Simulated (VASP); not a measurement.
# Tb (P6_3/mmc) in VASP: notebook

The runs below take Tb through single point, with PBEsol.

Program: VASP 6.6.1. These are calculated values, not measurements. Logs are shortened: lines on timing, memory, paths and dates and some standing lists are left out, and cuts for length are marked.

### Step 1. The structure

Symmetry: P6_3/mmc, No. 194, hexagonal system. Conventional cell: a = 3.601 Å, b = 3.601 Å, c = 5.694 Å, α = 90.00°, β = 90.00°, γ = 120.00°. Tb (site symmetry -6m2) has 12 Tb at 3.53 to 3.60 Å as nearest neighbours.

### Step 2. Single point, PBEsol, collinear spin, typed start

Input file INCAR:

```
PREC     = Accurate       # precision mode
ENCUT    = 520            # plane-wave cutoff, eV
EDIFF    = 1E-7           # SCF threshold, eV
ISMEAR   = 0              # smearing method
SIGMA    = 0.025          # smearing width, eV
LREAL    = F              # projectors in reciprocal space
LASPH    = T              # aspherical terms in the spheres
NELM     = 150            # most SCF steps
ALGO     = Normal         # electronic algorithm
ISIF     = 2              # what is computed and relaxed
LWAVE    = F              # write WAVECAR
LCHARG   = F              # write CHGCAR
ISPIN    = 2              # spin polarisation
MAGMOM   = 6 6            # initial moments
LORBIT   = 11             # projections on sites
LMAXMIX  = 6              # l up to which the mixer works
GGA      = PS             # functional
NBANDS   = 30             # bands
```

Input file KPOINTS:

```
regular mesh
0
Gamma
  7 7 4
```

Input file POSCAR:

```
Tb
1.0
    3.6010000000      0.0000000000      0.0000000000
   -1.8005000000      3.1185574790      0.0000000000
    0.0000000000      0.0000000000      5.6936000000
Tb
2
Direct
    0.6666666667      0.3333333333      0.7500000000
    0.3333333333      0.6666666667      0.2500000000
```

Potentials or basis: VASP PAW PBE potentials, release 64 (Tb).

On the command line:

```
> cat potpaw_PBE.64/Tb/POTCAR > POTCAR
> mpirun -np 1 vasp_std > vasp.out
```

OUTCAR:

```text
PREC = Accurate
   ENCUT = 520
   EDIFF = 1E-7
   ISMEAR = 0
   LREAL = F
   LASPH = T
   NELM = 150
   ISIF = 2
   ISPIN = 2
   LORBIT = 11
   GGA = PS

 ion  position               nearest neighbor table
   1  0.667  0.333  0.750-   2 3.53   2 3.53   2 3.53   2 3.53   2 3.53   2 3.53
   2  0.333  0.667  0.250-   1 3.53   1 3.53   1 3.53   1 3.53   1 3.53   1 3.53

  LATTYP: Found a hexagonal cell.
 ALAT       =     3.6010000000
 C/A-ratio  =     1.5811163566

  Lattice vectors:

 A1 = (   3.6010000000,   0.0000000000,   0.0000000000)
 A2 = (  -1.8005000000,   3.1185574790,   0.0000000000)
 A3 = (   0.0000000000,   0.0000000000,   5.6936000000)

Analysis of symmetry for initial positions (statically):
=====================================================================
 Subroutine PRICEL returns:
 Original cell was already a primitive cell.

 Routine SETGRP: Setting up the symmetry group for a
 hexagonal supercell.

 Subroutine GETGRP returns: Found 24 space group operations
 (whereof 12 operations were pure point group operations)
 out of a pool of 24 trial point group operations.

The static configuration has the point symmetry D_3d.
 The point group associated with its full space group is D_6h.

Analysis of symmetry for dynamics (positions and initial velocities):
=====================================================================
 Subroutine PRICEL returns:
 Original cell was already a primitive cell.

 Routine SETGRP: Setting up the symmetry group for a
 hexagonal supercell.

 Subroutine GETGRP returns: Found 24 space group operations
 (whereof 12 operations were pure point group operations)
 out of a pool of 24 trial point group operations.

The dynamic configuration has the point symmetry D_3d.
 The point group associated with its full space group is D_6h.

Analysis of structural, dynamic, and magnetic symmetry:
=====================================================================
 Subroutine PRICEL returns:
 Original cell was already a primitive cell.

 Routine SETGRP: Setting up the symmetry group for a
 hexagonal supercell.

 Subroutine GETGRP returns: Found 24 space group operations
 (whereof 12 operations were pure point group operations)
 out of a pool of 24 trial point group operations.

The overall configuration has the point symmetry D_3d.
 The point group associated with its full space group is D_6h.

 Subroutine INISYM returns: Found 24 space group operations
 (whereof 12 operations are pure point group operations),
 and found     1 'primitive' translations

----------------------------------------------------------------------------------------

                                     Primitive cell

  volume of cell :      63.9387

  direct lattice vectors                    reciprocal lattice vectors
     3.601000000  0.000000000  0.000000000     0.277700639  0.160330539  0.000000000
    -1.800500000  3.118557479  0.000000000     0.000000000  0.320661077  0.000000000
     0.000000000  0.000000000  5.693600000     0.000000000  0.000000000  0.175635802

  length of vectors
     3.601000000  3.601000000  5.693600000     0.320661077  0.320661077  0.175635802

  position of ions in fractional coordinates (direct lattice)
     0.666666667  0.333333333  0.750000000
     0.333333333  0.666666667  0.250000000

  ion indices of the primitive-cell ions
   primitive index   ion index
                 1           1
                 2           2

----------------------------------------------------------------------------------------

 KPOINTS: regular mesh

Automatic generation of k-mesh.
 Grid dimensions read from file:
 generate k-points for:    7    7    4

 Generating k-lattice:

  Cartesian coordinates                     Fractional coordinates (reciprocal lattice)
     0.039671520  0.022904363  0.000000000     0.142857143 -0.000000000  0.000000000
     0.000000000  0.045808725  0.000000000     0.000000000  0.142857143  0.000000000
     0.000000000  0.000000000  0.043908950     0.000000000  0.000000000  0.250000000

  Length of vectors
     0.045808725  0.045808725  0.043908950

  Shift w.r.t. Gamma in fractional coordinates (k-lattice)
     0.000000000  0.000000000  0.000000000

 Subroutine IBZKPT returns following result:
 ===========================================

 Found     24 irreducible k-points:

 Following reciprocal coordinates:
            Coordinates               Weight
  0.000000  0.000000  0.000000      1.000000
  0.142857 -0.000000  0.000000      6.000000
  0.285714  0.000000  0.000000      6.000000
  0.428571 -0.000000  0.000000      6.000000
  0.142857  0.142857  0.000000      6.000000
  0.285714  0.142857  0.000000     12.000000
[... 16 lines left out ...]
  0.428571  0.142857  0.500000      6.000000
  0.285714  0.285714  0.500000      6.000000
   k-points           NKPTS =     24   k-points in BZ     NKDIM =     24   number of bands    NBANDS=     30
   number of dos      NEDOS =    301   number of ions     NIONS =      2
   total plane-waves  NPLWV =  32928
   dimension x,y,z NGX =    28 NGY =   28 NGZ =   42
   dimension x,y,z NGXF=    56 NGYF=   56 NGZF=   84
   ions per type =               2
   NGX,Y,Z   is equivalent  to a cutoff of  12.93, 12.93, 12.26 a.u.
   NGXF,Y,Z  is equivalent  to a cutoff of  25.85, 25.85, 24.53 a.u.
 SYSTEM =  unknown system
   PREC   = accura    normal or accurate (medium, high low for compatibility)
   ISTART =      0    job   : 0-new  1-cont  2-samecut
   ICHARG =      2    charge: 1-file 2-atom 10-const
   ISPIN  =      2    spin polarized calculation?
   LNONCOLLINEAR =      F non collinear calculations
   LSORBIT =      F    spin-orbit coupling
   LASPH  =      T    aspherical Exc in radial PAW
   ENCUT  =  520.0 eV  38.22 Ry    6.18 a.u.   6.70  6.70 10.59*2*pi/ulx,y,z
   NELM   =    150;   NELMIN=  2; NELMDL= -5     # of ELM steps
   EDIFF  = 0.1E-06   stopping-criterion for ELM
   LREAL  =      F    real-space projection
   EDIFFG = 0.1E-05   stopping-criterion for IOM
   NSW    =      0    number of steps for IOM
   IBRION =     -1    ionic relax: 0-MD 1-quasi-New 2-CG
   NFREE  =      0    steps in history (QN), initial steepest desc. (CG)
   ISIF   =      2    stress and relaxation
   ISYM   =      2    0-nonsym 1-usesym 2-fastsym
   POTIM  = 0.5000    time-step for ionic-motion
   TEBEG  =    0.0;   TEEND  =   0.0 temperature during run
   PSTRESS=    0.0 pullay stress
   NELECT =      38.0000    total number of electrons
   NUPDOWN=      -1.0000    fix difference up-down
   EMIN   =  10.00;   EMAX   =-10.00  energy-range for DOS
   EFERMI =   0.00;   METHOD = LEGACY
   ISMEAR =     0;   SIGMA  =   0.03  broadening in eV -4-tet -1-fermi 0-gaus
   EFERMI_NEDOS =   21; number of points for ismear=-14 and -15
   IALGO  =     38    algorithm
   IMIX   =      4    mixing-type and parameters
     AMIX     =   0.40;   BMIX     =  1.00
     AMIX_MAG =   1.60;   BMIX_MAG =  1.00
  volume/ion in A,a.u.               =      31.97       215.74
  Fermi-wavevector in a.u.,A,eV,Ry     =   1.376411  2.601039 25.776330  1.894507
  Thomas-Fermi vector in A             =   2.501658
   LORBIT       =     11    0 simple, 1 ext, 2 COOP (PROOUT), +10 PAW based schemes
   GGA     = PS    functional components
   LHFCALC =     F    Hartree Fock is set to
   AEXX    =    0.0000 exact exchange contribution
   IVDW    =     0    specifies the selected vdW correction
   LEPSILON=     F    determine dielectric tensor
   LRPA    =     F    only Hartree local field effects (RPA)
 spin polarized calculation
 Gauss-broadening in eV      SIGMA  =   0.03
  energy-cutoff  :      520.00
  volume of cell :       63.94
 maximum number of plane-waves:      1743
 NGX is ok and might be reduce to    28
   NGX = 13   NGY = 13   NGZ = 21

 number of electron      37.9999991 magnetization      11.6245604

 Free energy of the ion-electron system (eV)
  ---------------------------------------------------
  ext. energy  EPLUGINS =         0.00000000
  ---------------------------------------------------
  free energy    TOTEN  =       -19.66339533 eV

  energy without entropy =      -19.65906012  energy(sigma->0) =      -19.66122772

 E-fermi :   2.7603     XC(G=0): -10.2542

 val. band max:        2.7566463965   @ k =   0.2857   0.1429   0.0000
 cond. band min:       2.7623610227   @ k =   0.2857   0.1429   0.5000
 fundamental gap:      0.0057146262
 Fermi energy:         2.7603263318

 spin component 1

 k-point     1 :       0.0000    0.0000    0.0000
  band No.  band energies     occupation
      1     -43.3686      1.00000
      2     -43.2982      1.00000
      3     -20.3296      1.00000
      4     -19.7363      1.00000
      5     -19.7363      1.00000
      6     -19.6239      1.00000
[... 22 lines left out ...]
     29       5.2135      0.00000
     30       5.2135      0.00000
[... 727 lines left out ...]
 k-point    24 :       0.2857    0.2857    0.5000
  band No.  band energies     occupation
      1     -43.2949      1.00000
      2     -43.2949      1.00000
      3     -20.2022      1.00000
      4     -20.2022      1.00000
      5     -19.9842      1.00000
      6     -19.9842      1.00000
[... 22 lines left out ...]
     29       5.5509      0.00000
     30       5.5509      0.00000
 Fermi energy:         2.7603263318

 spin component 2

 k-point     1 :       0.0000    0.0000    0.0000
  band No.  band energies     occupation
      1     -40.8287      1.00000
      2     -40.7417      1.00000
      3     -18.6013      1.00000
      4     -17.8853      1.00000
      5     -17.8853      1.00000
      6     -17.7540      1.00000
[... 22 lines left out ...]
     29       5.8671      0.00000
     30       5.8671      0.00000
[... 728 lines left out ...]
  band No.  band energies     occupation
      1     -40.7370      1.00000
      2     -40.7370      1.00000
      3     -18.4519      1.00000
      4     -18.4519      1.00000
      5     -18.1894      1.00000
      6     -18.1894      1.00000
[... 22 lines left out ...]
     29       6.2757      0.00000
     30       6.2757      0.00000

------------------------ aborting loop because EDIFF is reached ----------------------------------------

  FORCE on cell =-STRESS in cart. coord.  units (eV):
  Direction    XX          YY          ZZ          XY          YZ          ZX
  --------------------------------------------------------------------------------------
  -------------------------------------------------------------------------------------
  Total       -1.0331802     -1.0331802     -0.9596890      0.0000000      0.0000000      0.0000000
  in kB      -25.8894514    -25.8894514    -24.0479055      0.0000000      0.0000000      0.0000000
  external PRESSURE =     -25.2756028 kB  Pullay stress =       0.0000000 kB

 VOLUME and BASIS-vectors are now :
 -----------------------------------------------------------------------------
  energy-cutoff  :      520.00
  volume of cell :       63.94
      direct lattice vectors                 reciprocal lattice vectors
     3.601000000  0.000000000  0.000000000     0.277700639  0.160330539  0.000000000
    -1.800500000  3.118557479  0.000000000     0.000000000  0.320661077  0.000000000
     0.000000000  0.000000000  5.693600000     0.000000000  0.000000000  0.175635802

 POSITION                                       TOTAL-FORCE (eV/Angst)
 -----------------------------------------------------------------------------------
      1.80050      1.03952      4.27020         0.000000      0.000000      0.000000
     -0.00000      2.07904      1.42340         0.000000      0.000000      0.000000
 -----------------------------------------------------------------------------------
    total drift:                               -0.000000      0.000000     -0.000000

  FREE ENERGIE OF THE ION-ELECTRON SYSTEM (eV)
  ---------------------------------------------------
  free  energy   TOTEN  =       -19.6633953315 eV

  energy  without entropy=      -19.6590601178  energy(sigma->0) =      -19.66122772

 total charge

# of ion       s       p       d       f       tot
--------------------------------------------------
    1        2.086   5.585   0.511   8.107  16.288
    2        2.086   5.585   0.511   8.107  16.288
--------------------------------------------------
tot          4.173  11.170   1.021  16.214  32.577

 magnetization (x)

# of ion       s       p       d       f       tot
--------------------------------------------------
    1        0.001  -0.048   0.044   5.692   5.689
    2        0.001  -0.048   0.044   5.692   5.689
--------------------------------------------------
tot          0.002  -0.097   0.087  11.385  11.378
```

Wall time 5.8 min (1 thread of Intel Xeon Platinum 8488C (Sapphire Rapids), shared host); peak memory 0.26 GiB.

What came out:

```yaml
Free_energy: -19.6634 eV
Pressure: -2.5 GPa
Band_gap_on_the_k_mesh: none (metal or under the smearing width)
Net_moment: 11.62 μB per cell
Site_moments: Tb +5.69 μB
Valence_electrons_inside_the_program's_atomic_spheres: Tb 16.29
```

Stress tensor (GPa, compression positive):
```
-2.59  0.00  0.00
 0.00 -2.59  0.00
 0.00  0.00 -2.40
```

Caveat: the magnetic or orbital state may not be the lowest; the PAW data sets were made with another functional, which shifts forces and pressure a little; spin-orbit coupling is left out, which moves the levels of the heavy elements. The state reached can hang on the start; a lower one may exist.

### Step 3. Single point, PBEsol, collinear spin, typed start

Input file INCAR:

```
SYSTEM = Tb
ALGO     = Normal         ! electronic algorithm
EDIFF    = 1E-7           ! SCF threshold, eV
ENCUT    = 520            ! plane-wave cutoff, eV
GGA      = PS             ! functional
ISIF     = 2              ! what is computed and relaxed
ISMEAR   = 0              ! smearing method
ISPIN    = 2              ! spin polarisation
LASPH    = .True.         ! aspherical terms in the spheres
LCHARG   = .True.         ! write CHGCAR
LELF     = .True.         ! ELF
LMAXMIX  = 6              ! l up to which the mixer works
LORBIT   = 11             ! projections on sites
LREAL    = .False.        ! projectors in reciprocal space
LVHAR    = .True.       
LWAVE    = .False.        ! write WAVECAR
MAGMOM   = 6 6            ! initial moments
NBANDS   = 30             ! bands
NELM     = 150            ! most SCF steps
PREC     = Accurate       ! precision mode
SIGMA    = 0.005          ! smearing width, eV
```

Input file KPOINTS:

```
k-points
0
Gamma
  7 7 4
  0 0 0
```

POSCAR is that of step 2.

Potentials or basis: VASP PAW PBE potentials, release 64 (Tb).

On the command line:

```
> cat potpaw_PBE.64/Tb/POTCAR > POTCAR
> mpirun -np 1 vasp_std > vasp.out
```

It took 9.3 min on 1 thread of Intel Xeon Platinum 8488C (Sapphire Rapids), shared host; peak memory 0.26 GiB.

Results (log left out):

- Free energy: -19.6613 eV
- Pressure: -2.5 GPa
- Band gap on the k mesh: none (metal or under the smearing width)
- Net moment: 11.62 μB per cell
- Site moments: Tb +5.69 μB
- Valence electrons inside the program's atomic spheres: Tb 16.29

Stress tensor (GPa, compression positive):
```
-2.61  0.00  0.00
 0.00 -2.61  0.00
 0.00  0.00 -2.41
```

Levels at points of the mesh, in eV from the Fermi level:
Spin up:
```
           k point  band 20  band 21  band 22  band 23  band 24  band 25  band 26  band 27  band 28  band 29
(0.00, 0.00, 0.00)    -3.95    -3.93    -3.74    -3.64    -2.10     1.38     1.77     1.77     2.08     2.45
(0.00, 0.00, 0.50)    -3.94    -3.70    -3.70    -3.36    -3.36     1.01     1.01     1.67     1.67     1.67
```
Spin down:
| k point | band 11 | band 12 | band 13 | band 14 | band 15 | band 16 |
| --- | --- | --- | --- | --- | --- | --- |
| (0.00, 0.00, 0.00) | -0.18 | -0.15 | -0.10 | -0.01 | 0.14 | 0.14 |
| (0.00, 0.00, 0.50) | -0.25 | -0.25 | -0.06 | -0.06 | 0.16 | 0.16 |

Caveat: the magnetic or orbital state may not be the lowest; the PAW data sets were made with another functional, which shifts forces and pressure a little; spin-orbit coupling is left out, which moves the levels of the heavy elements.
